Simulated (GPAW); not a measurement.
Runs of GPAW 26.7.0 on TePb. The structure is cubic, space group Pm-3m (No. 221). Conventional cell: a = 4.002 Å, b = 4.002 Å, c = 4.002 Å, α = 90.00°, β = 90.00°, γ = 90.00°. Around Pb (site symmetry m-3m) lie 8 Te at 3.47 Å. Around Te (site symmetry m-3m) lie 8 Pb at 3.47 Å. Measurements of this composition are mostly on another form, of space group No. 225.

```tsv
task	level	spin	cell	k mesh	smearing	optimizer	fmax	max steps	convergence	band path	gap on the mesh (eV)	pressure (GPa)
single point	PBE	off	as given	7 × 7 × 7	gaussian 0.022 eV	-	-	-	-	-	none	-0.2
relaxation of cell and atoms	PBE+D3(BJ)	off	relaxed	7 × 7 × 7	fermi-dirac 0.05 eV	LBFGS	0.02 eV/Å	100	density=1e-05 forces=0.0001	-	none	0.0
band structure	r2SCAN	SOC, no magnetisation	as given	5 × 5 × 5	fermi-dirac 0.05 eV	-	-	-	-	GXMGRX,MR	-	-0.8
band structure	r2SCAN	off	as given	7 × 7 × 7	fermi-dirac 0.05 eV	-	-	-	-	GXMGRX,MR	-	(a)
single point	PBE	off	as given	7 × 7 × 7	gaussian 0.019 eV	-	-	-	-	-	none	-0.2
single point	PBE	off	as given	7 × 7 × 7	gaussian 0.016 eV	-	-	-	-	-	none	-0.2
single point	PBE	off	as given	7 × 7 × 7	gaussian 0.021 eV	-	-	-	-	-	none	-0.2
single point	PBE	off	as given	7 × 7 × 7	gaussian 0.018 eV	-	-	-	-	-	none	-0.2
```

Alike in all rows: potentials or basis GPAW PAW data sets (gpaw-data 1.2.1), pw; cutoff (eV) 600.

Problem. Estimate the missing entries.

Solution. (a) -0.4.

Caveats: the PAW data sets were made with another functional, which shifts forces and pressure a little (some runs); later steps reuse the first step's grids (some runs); pairwise dispersion overbinds metals, which lowers pressure and volume (some runs); spin-orbit coupling was added after a scalar SCF, so levels and gaps hold it while energy, forces, pressure and moments don't (some runs); this program's spin-orbit splittings come out too wide for heavy elements (some runs); spin-orbit coupling is left out, which moves the levels of the heavy elements (some runs).

A k mesh can miss the band edges, and rows without SOC leave out spin-orbit coupling on Pb, Te.

A gap of «none» marks a metal or a gap under the smearing width.
